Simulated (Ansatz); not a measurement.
## CuAu in Ansatz: the effect of functional

The system is CuAu.

```
CELL_PARAMETERS angstrom
1.47136 0.84949 4.33965
-1.47136 0.84949 4.33965
0.00000 -1.69898 4.33965
ATOMIC_POSITIONS crystal
Au 0.00000 0.00000 0.00000
Cu 0.50000 0.50000 0.50000
```

The cell comes from a database or a generator and needn't be the stable form of this composition.

The cell isn't the ideal one: volume scaled by 1.06.

Alike in all runs:

* Program: Ansatz 0.2.0
* Task: single point
* Potentials or basis: Ansatz PAW
* k mesh: 11 × 11 × 11
* Occupations: fermi-dirac, width 0.05 eV
* Spin: no spin polarisation

```tsv
functional	cutoff	pressure (GPa)
LDA	420 eV (not typed: the program's choice for these potentials)	?
PBEsol	420 eV (not typed: the program's choice for these potentials)	-14.0
r2SCAN	500 eV (not typed: the program's choice for these potentials)	-10.9
```

Task: What does the run with functional LDA give?

Result: Pressure -18.2 GPa.

Caveats: the PAW data sets come from PBE, with cores solved anew for the run's functional, which leaves a small shift of forces and pressure.
